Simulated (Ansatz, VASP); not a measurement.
## One calculation of Ti, two programs

Contents of INCAR:

```
SYSTEM = Ti
ALGO     = Fast           ! electronic algorithm
EDIFF    = 1E-6           ! SCF threshold, eV
EDIFFG   = -0.01          ! ionic threshold
ENCUT    = 600            ! plane-wave cutoff, eV
GGA      = PE             ! functional
IBRION   = 2              ! ionic algorithm
ISIF     = 3              ! what is computed and relaxed
ISMEAR   = 0              ! smearing method
LASPH    = .True.         ! aspherical terms in the spheres
LCHARG   = .False.        ! write CHGCAR
LREAL    = .False.        ! projectors in reciprocal space
LWAVE    = .False.        ! write WAVECAR
NELM     = 60             ! most SCF steps
NSW      = 100            ! ionic steps
PREC     = Accurate       ! precision mode
SIGMA    = 0.1            ! smearing width, eV
```

Contents of KPOINTS:

```
k-points
0
Gamma
  12 12 12
  0 0 0
```

File POSCAR:

```
Ti
1.0
    3.9080827642      0.0000000000      0.0000000000
    0.0000000000      3.9080827642      0.0000000000
    0.0000000000      0.0000000000      3.9080827642
Ti
3
Direct
    0.5000000000      0.0000000000      0.0000000000
    0.0000000000      0.5000000000      0.0000000000
    0.0000000000      0.0000000000      0.5000000000
```

Input for Ansatz:

```yaml
crystal:
  lattice:
    - [3.9080827642, 0.0, 0.0]
    - [0.0, 3.9080827642, 0.0]
    - [0.0, 0.0, 3.9080827642]
  atoms:
    - { symbol: Ti, position: [0.5, 0.0, 0.0] }
    - { symbol: Ti, position: [0.0, 0.5, 0.0] }
    - { symbol: Ti, position: [0.0, 0.0, 0.5] }
basis:
  ecutwfc: 420
kpoints:
  mp_grid: { grid: [12, 12, 12] }
hamiltonian:
  xc: pbe
scf:
  occupations: { method: gaussian, width: 0.1 }
output:
  forces: true
  stress: true
  eigenvalues: true
relax:
  adjacent_minimum: "off"
  f_tol: 0.01
  max_steps: 80
  cell: { stress_tol: 0.05 }
```

Alike in both runs: task relaxation of cell and atoms; functional PBE; k mesh 12 × 12 × 12; occupations gaussian, width 0.1 eV; no spin polarisation.

```csv
,VASP,Ansatz
version,VASP 6.6.1,Ansatz 0.2.0
potentials or method,"VASP PAW PBE potentials, release 64 (Ti_sv)","scalar-relativistic, plane waves, PAW"
plane-wave cutoff (eV),600,420
valence electrons in the cell,36,36
```

```tsv
	VASP	Ansatz	Ansatz less VASP
gap on the k mesh at the Fermi level, each at its own relaxed structure (eV)	none	none	-
relaxed volume (Å³/atom)	19.83	19.92	+0.095
relaxed cell length with the largest relative difference (Å)	3.903	3.910	+0.0062
```

A gap of «none» marks a metal or a gap that the smearing closes.
